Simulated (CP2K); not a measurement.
**NaI in CP2K: the effect of functional**

Crystal: NaI.

```
I Na
1.0
     4.57696    0.00000    0.00000
     2.28848    3.96376    0.00000
     2.28848    1.32125    3.73707
I Na
1 1
Direct
  0.50000 0.50000 0.50000
  0.00000 0.00000 0.00000
```

Alike in all runs:

```yaml
Program: CP2K 2026.2
Task: atomic charges
Potentials_or_basis: POTENTIAL_UZH I GTH-PBE-q7, Na GTH-PBE-q9; TZVP-MOLOPT-PBE-GTH basis
Density_cutoff: 19048 eV
k_mesh: 7 × 7 × 7
Occupations: fermi-dirac, width 0.05 eV
Spin: no spin polarisation
```

| functional | gap on the mesh (eV) | pressure (GPa) |
| --- | --- | --- |
| LDA | 3.22 | -1.1 |
| HLE16 | 5.55 | 1.4 |
| WC | ? | ? |
| BLYP | 3.77 | 1.6 |
| MS2 | 4.45 | 0.0 |

Task: What does the run with functional WC give?

Result: gap on the mesh 3.47 eV; pressure 0.0 GPa.

Caveats: the potentials were made for another functional, which shifts forces and pressure; spin-orbit coupling is left out, which moves the levels of the heavy elements; the basis of atomic orbitals isn't converged, which shifts pressures, moduli and gaps; the potentials were made for a functional far from this one (some runs).

Runs at the PBE level aren't shown here.
